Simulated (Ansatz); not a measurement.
# AlNi: a test of stability by relaxation

The task, for AlNi: break the symmetry and see whether a relaxation comes back.

Computed with Ansatz 0.2.0 (DFT PBEsol, scalar-relativistic, plane waves, PAW, unless a step's input says otherwise).

2 further runs of the same task are left out: 2 set aside as unsound or not needed.

## Step 1: The system as given

The structure is cubic, space group Pm-3m (No. 221). The conventional cell has a = 2.862 Å, b = 2.862 Å, c = 2.862 Å, α = 90.00°, β = 90.00°, γ = 90.00°. Al (site symmetry m-3m) is surrounded by 8 Ni at 2.48 Å. Around Ni (site symmetry m-3m) lie 8 Al at 2.48 Å.

Coordinates:

```xyz
4
Lattice="2.8622 0.0000 0.0000 0.0000 2.8622 0.0000 0.0000 0.0000 5.7243" Properties=species:S:1:pos:R:3 pbc="T T T"
Al    0.0000    0.0000    2.8622
Al    0.0000    0.0000    0.0000
Ni    1.4311    1.4311    1.4311
Ni    1.4311    1.4311    4.2932
```

It is built from the cell relaxed beforehand with the same method (11.72 Å³/atom).

## Step 2: The reference cell

The cell is repeated 2 times, 4 atoms in all. The reference gives a free energy of -12661.7324 eV, pressure 0.07 GPa, largest force 0.000 eV/Å and gap on the mesh none (metal). It was computed beforehand with the settings of the runs below.

## Step 3: Breaking the symmetry

Atom 2 moved 0.15 Å. Displacements in the unstrained cell, with the mean shift removed:

```csv
atom,ux (Å),uy (Å),uz (Å)
Al1,-0.004,-0.033,-0.016
Al2,0.012,0.100,0.049
Ni3,-0.004,-0.033,-0.016
Ni4,-0.004,-0.033,-0.016
```

## Step 4: Single point of the disturbed structure

Contents of input.yaml:

```yaml
crystal:
  lattice:
    - [2.8621655516, 0.0, 0.0]
    - [0.0, 2.8621655516, 0.0]
    - [0.0, 0.0, 5.7243311031]
  atoms:
    - { symbol: Al, position: [-0.0014220541, -0.0116965054, 0.4971350796] }
    - { symbol: Al, position: [0.0042661624, 0.0350895162, 0.0085947612] }
    - { symbol: Ni, position: [0.4985779459, 0.4883034946, 0.2471350796] }
    - { symbol: Ni, position: [0.4985779459, 0.4883034946, 0.7471350796] }
basis:
  ecutwfc: 420
kpoints:
  mp_grid: { grid: [12, 12, 6] }
hamiltonian:
  xc: pbesol
scf:
  occupations: { method: gaussian, width: 0.15 }
output:
  forces: true
  stress: true
  eigenvalues: true
```

Command:

```console
$ ansatz run input.yaml --threads 1 --pin off --max-ram 2560MiB --backend cpu --events-out ev --progress --plain --runs-dir out
```

The session goes on with these runs: relaxation of the disturbed structure.

Q: Predict the outcome of this session. Wanted: end of the relaxation, from the reference; final space group; volume change.

**Answer**, as computed:

| quantity | value |
| --- | --- |
| cost of the disturbance | 20.8 meV/atom |
| end of the relaxation, from the reference | -0.0 meV/atom |
| final space group | Pm-3m (tolerance 0.05 Å; reference Pm-3m) |
| volume change | +0.03 % |

What this shows: The relaxation returns to the undisturbed structure, within 1.5 meV/atom: a sign of a true local minimum against this disturbance. Spin polarisation is off in the runs that give these values; a magnetic solution could lie lower.
